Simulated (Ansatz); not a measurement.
**Vibrational response of MoP at -1 GPa**

All numbers below come from DFT PBE, scalar-relativistic, plane waves, PAW (Ansatz). Plane waves to 420 eV; Γ-centred k mesh 18×18×14; Fermi-Dirac smearing of 0.15 eV. No spin polarisation. Phonons by linear response, acoustic sum rule imposed.

The cell, relaxed at -1 GPa:
```xyz
2
Lattice="3.2507 0.0000 0.0000 -1.6253 2.8152 0.0000 0.0000 0.0000 3.1957" Properties=species:S:1:pos:R:3 pbc="T T T"
Mo    0.0000    0.0000    0.0000
P     0.0000    1.8768    1.5978
```

In a metal, frequencies and elastic constants depend on the k mesh and the smearing, soft modes and shear constants most.

Optical modes at Γ; i marks an imaginary frequency:
| frequency (THz) | degeneracy |
| --- | --- |
| 11.49 | 1 |
| 11.84 | 2 |

All 3 optical modes at Γ are real: no displacement of atoms at fixed cell lowers the energy to second order. Strains and modes at other wave vectors aren't tested by this run.

Cost: 1 run of about 2.3 core-minutes, on Intel Xeon Platinum 8259CL (Skylake/Cascade Lake) (shared hosts).